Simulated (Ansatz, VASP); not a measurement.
## PbS in VASP and in Ansatz

INCAR

```
SYSTEM = PbS
ALGO = Normal
EDIFF = 1E-6
ENCUT = 520
GGA = PE
ISIF = 2
ISMEAR = -1
LASPH = .TRUE.
LCHARG = .FALSE.
LREAL = .FALSE.
LWAVE = .FALSE.
NBANDS = 17
NELM = 80
PREC = Accurate
SIGMA = 0.02
```

The input KPOINTS:

```
k-points
0
G
  6 6 6
  0 0 0
```

Contents of POSCAR:

```
PbS
1.0
    0.0000000000      3.3009772112      3.2184527809
    3.3009772112      0.0000000000      3.2184527809
    3.3009772112      3.3009772112      0.0000000000
Pb S
1 1
Direct
    0.0000000000      0.0000000000      0.0000000000
    0.2500000000      0.2500000000      0.2500000000
```

Input for Ansatz:

```yaml
crystal:
  lattice:
    - [0.0, 3.3009772112, 3.2184527809]
    - [3.3009772112, 0.0, 3.2184527809]
    - [3.3009772112, 3.3009772112, 0.0]
  atoms:
    - { symbol: Pb, position: [0.0, 0.0, 0.0] }
    - { symbol: S, position: [0.25, 0.25, 0.25] }
kpoints:
  mp_grid: { grid: [6, 6, 6] }
  band_path:
    path:
      - [0.0, 0.0, 0.0]
      - [-0.5, -0.5, 0.0]
      - [-0.375, -0.375, 0.25]
      - [-0.375, 0.0, 0.375]
      - [0.0, 0.0, 0.5]
      - [-0.5, -0.25, 0.25]
    npoints: 1
hamiltonian:
  xc: pbe
scf:
  occupations: { method: fermi_dirac, width: 0.02 }
  n_extra_bands: 4
output:
  forces: true
  stress: true
  eigenvalues: true
  write_density: true
  write_potential: true
  elf: true
  volumetric_format: npy
```

Change from the starting cell: uniaxial_z strain -2.5%.

Alike in both runs: task single point; functional PBE; k mesh 6 × 6 × 6; occupations fermi-dirac, width 0.02 eV; no spin polarisation.

|  | VASP | Ansatz |
| --- | --- | --- |
| version | VASP 6.6.1 | Ansatz 0.2.0 |
| potentials or method | VASP PAW PBE potentials, release 64 (Pb_d, S) | plane waves, PAW |
| plane-wave cutoff (eV) | 520 | 420 |
| valence electrons in the cell | 20 | 20 |

|  | VASP | Ansatz | Ansatz less VASP |
| --- | --- | --- | --- |
| gap on the k mesh at the Fermi level (eV) | 0.77 | 0.77 | -0.003 |
| pressure (GPa) | 1.7 | 1.8 | +0.06 |

The functional is the same, so the differences come from potentials, cutoffs and numerics.

Caveats: spin-orbit coupling is left out, which as a rule narrows the gap of such compounds by several tenths of an eV. A k mesh can miss the band edges.
